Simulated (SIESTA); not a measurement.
Ge:

```xyz
12
Lattice="5.9300 0.0000 0.0000 0.0000 5.9300 0.0000 0.0000 0.0000 6.9800" Properties=species:S:1:pos:R:3 pbc="T T T"
Ge    2.2237    0.9885    5.2350
Ge    1.9765    5.1887    3.4900
Ge    3.7062    4.9415    1.7450
Ge    3.9535    0.7412    0.0000
Ge    5.1887    1.9765    3.4900
Ge    4.9415    3.7062    5.2350
Ge    0.7412    3.9535    0.0000
Ge    0.9885    2.2237    1.7450
Ge    3.4097    2.5202    1.7450
Ge    5.4852    5.4852    3.4900
Ge    2.5202    3.4097    5.2350
Ge    0.4447    0.4447    0.0000
```

This isn't the form of Ge at room conditions, which is diamond.

```yaml
Program: SIESTA 5.4.2
Task: single point
Functional: PBE
Potentials_or_basis: PseudoDojo 0.4 standard (PBE files)
Basis: DZP (energy shift 0.003 Ry; two zetas on semicore shells)
Grid_cutoff: 800 Ry
Energy_shift: 0.003 Ry
k_mesh: 5 × 5 × 4
Occupations: fermi-dirac, width 0.05 eV
Spin: no spin polarisation
```

On this cell: pressure 5.0 GPa; largest force 0.904 eV/Å; band gap on the k mesh 0.71 eV, direct.

The same run follows on a disturbed copy (atoms moved at random, drawn with an rms of 0.05 Å):

```
Ge
1.0
     5.93000    0.00000    0.00000
     0.00000    5.93000    0.00000
     0.00000    0.00000    6.98000
Ge
12
Cartesian
  2.2507 1.0259 5.2396
  1.9388 5.1764 3.4503
  3.7008 4.9654 1.7370
  3.9763 0.7034 -0.0164
  5.1893 2.0011 3.5204
  4.9242 3.7176 5.2603
  0.7658 3.9582 -0.0043
  0.9621 2.1888 1.7381
  3.3577 2.5060 1.7396
  5.4779 5.4803 3.4708
  2.5265 3.4532 5.2163
  0.4487 0.4235 -0.0463
```

**Question.** What changes?

**Answer.** The energy moves by +7.1 meV/atom; pressure 5.0 GPa; largest force 1.258 eV/Å; band gap on the k mesh 0.66 eV, direct.

Forces on the atoms (eV/Å):
```
Ge  -0.480 -0.538 -0.438
Ge   0.521  0.014  0.269
Ge   0.243 -0.349  0.070
Ge  -0.371  0.689  0.034
Ge  -0.504 -0.088 -0.300
Ge   0.494  0.514 -0.040
Ge   0.272 -0.442  0.099
Ge  -0.368 -0.267 -0.148
Ge   1.173 -0.447  0.080
Ge  -0.887 -0.444  0.203
Ge  -0.828  0.441  0.021
Ge   0.735  0.918  0.150
```

Stress tensor (GPa, compression positive):
```
 6.42 -0.09 -0.16
-0.09  4.98 -0.26
-0.16 -0.26  3.61
```

Caveats: an odd mesh through Γ misses points on the zone boundary, where band edges often lie; the basis of atomic orbitals isn't converged, which shifts pressures, moduli and gaps.
